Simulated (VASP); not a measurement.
Here is a VASP 6.6.1 calculation.

The input POSCAR:

```
TePb
1.0
    0.0000000000      3.2005937100      3.2005937100
    3.2005937100      0.0000000000      3.2005937100
    3.2005937100      3.2005937100      0.0000000000
Pb Te
1 1
Direct
    0.0000000000      0.0000000000      0.0000000000
    0.5000000000      0.5000000000      0.5000000000
```

The input INCAR.step1:

```
PREC = Accurate
ENCUT = 520
ISMEAR = -1
SIGMA = 0.1
LREAL = False
LASPH = True
NELM = 100
NBANDS = 17
GGA = PE
ALGO = Normal
EDIFF = 1E-4
LWAVE = True
LCHARG = False
```

File INCAR.step2:

```
PREC = Accurate
ENCUT = 520
EDIFF = 1E-6
ISMEAR = -1
SIGMA = 0.1
LREAL = False
LASPH = True
NELM = 100
ALGO = Normal
ISIF = 2
LWAVE = False
LCHARG = True
METAGGA = R2SCAN
LMIXTAU = True
LELF = True
LVHAR = True
NBANDS = 17
ISTART = 1
```

Contents of KPOINTS:

```
regular mesh
0
Gamma
  5 5 5
```

Potentials or basis: VASP PAW PBE potentials, release 64 (Pb_d, Te).

The run is started by

```console
$ cat potpaw_PBE.64/Pb_d/POTCAR potpaw_PBE.64/Te/POTCAR > POTCAR
$ cp INCAR.step1 INCAR
$ mpirun -np 1 vasp_std > vasp.out
$ cp INCAR.step2 INCAR
$ mpirun -np 1 vasp_std > vasp.out
```

Problem. Predict the pressure.

Solution. 3.0 GPa.

Caveat: the PAW data sets were made with another functional, which shifts forces and pressure a little. The run has no spin-orbit coupling, so splittings on Pb, Te are missing.
